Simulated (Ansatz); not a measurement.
ZnO (CsCl type), DFT, PBE, PAW with Ansatz's default frozen-core files, scalar-relativistic (Ansatz 0.2.0), on 1 thread of Intel(R) Xeon(R) Platinum 8488C (Sapphire Rapids) (shared host).

Command: `ansatz run input.yaml --threads 1 --pin off --max-ram 3584MiB --backend cpu --events-out ev --progress --plain --runs-dir out`

```yaml
crystal:
  lattice:
    - [2.3871025746, 0.0, 0.0]
    - [0.0, 2.3871025746, 0.0]
    - [0.0, 0.0, 2.3871025746]
  atoms:
    - { symbol: Zn, position: [0.0, 0.0, 0.0] }
    - { symbol: O, position: [0.5, 0.5, 0.5] }
kpoints:
  mp_grid: { grid: [16, 16, 16] }
scf:
  occupations: { method: fermi_dirac, width: 0.1 }
hamiltonian:
  xc: pbe
  pseudopotentials: { kind: paw }
output:
  forces: true
  stress: true
  eigenvalues: true
relax:
  f_tol: 0.005
  max_steps: 40
  cell: { p_target: 130.0, stress_tol: 0.065 }
```

**Question.** How large is the problem that the program sets up?

**Answer.** 165 irreducible k-points, 251 plane waves at Γ, 13 bands.

**Question.** About how long does it take?

**Answer.** 6.1 s of wall time for 17 SCF iterations over 3 geometries. Times on shared machines scatter by tens of per cent.
